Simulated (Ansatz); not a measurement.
# Li2Se: a single-point run

The task is a single-point run on Li2Se. The structure is shown as the input types it.

Computed with Ansatz 0.2.0 (density functional or hybrid calculation with the settings of its input, plane waves (as first typed), unless a step's input says otherwise).

3 further runs of the same task are left out: 1 for a known fault of the program, 2 that didn't finish.

### Step 1. Starting point

It takes space group Fm-3m (No. 225, cubic). The conventional cell has a = 5.987 Å, b = 5.987 Å, c = 5.987 Å, α = 90.00°, β = 90.00°, γ = 90.00°. Se (site symmetry m-3m) has 8 Li at 2.59 Å as nearest neighbours. Around Li (site symmetry -43m) lie 4 Se at 2.59 Å.

Structure file:

```cif
data_structure
_symmetry_space_group_name_H-M 'P 1'
_symmetry_Int_Tables_number 1
_cell_length_a 4.2335
_cell_length_b 4.2335
_cell_length_c 4.2335
_cell_angle_alpha 60.000
_cell_angle_beta 60.000
_cell_angle_gamma 60.000
_cell_volume 53.65
loop_
_atom_site_label
_atom_site_type_symbol
_atom_site_fract_x
_atom_site_fract_y
_atom_site_fract_z
_atom_site_occupancy
Se1 Se 0.00000 0.00000 0.00000 1
Li1 Li 0.25000 0.25000 0.25000 1
Li2 Li 0.75000 0.75000 0.75000 1
```

### Step 2. The calculation

Contents of input.yaml:

```yaml
crystal:
  lattice:
    - [0.0, 2.9935210596, 2.9935210596]
    - [2.9935210596, 0.0, 2.9935210596]
    - [2.9935210596, 2.9935210596, 0.0]
  atoms:
    - { symbol: Se, position: [0.0, 0.0, 0.0] }
    - { symbol: Li, position: [0.25, 0.25, 0.25] }
    - { symbol: Li, position: [0.75, 0.75, 0.75] }
kpoints:
  mp_grid: { grid: [6, 6, 6] }
hamiltonian:
  xc: pbe
scf:
  occupations: { method: fixed }
  n_extra_bands: 4
  convergence: { dr2_threshold: 1.0 }
  max_iter: 57
output:
  forces: true
  stress: true
  eigenvalues: true
```

Run with:

```
$ ansatz run input.yaml --threads 4 --pin off --max-ram 3686MiB --backend cpu --events-out ev --progress --plain --runs-dir out
```

**Question.** How will this run end, and is anything wrong with its input?

The run converged and reported no error, with warnings (force scf threshold loose, stress scf threshold loose). Its log warns: «scf.convergence.dr2_threshold = 1e0 eV is looser than this run's default, which is 1e-7 eV or tighter. The error in the forces grows as the threshold's square root ...»

The threshold asked is loose, but the program put off the close and ended at dr2 = 1.4e-12, so little accuracy was lost here.

The test: delete scf.convergence.dr2_threshold (the default then holds).
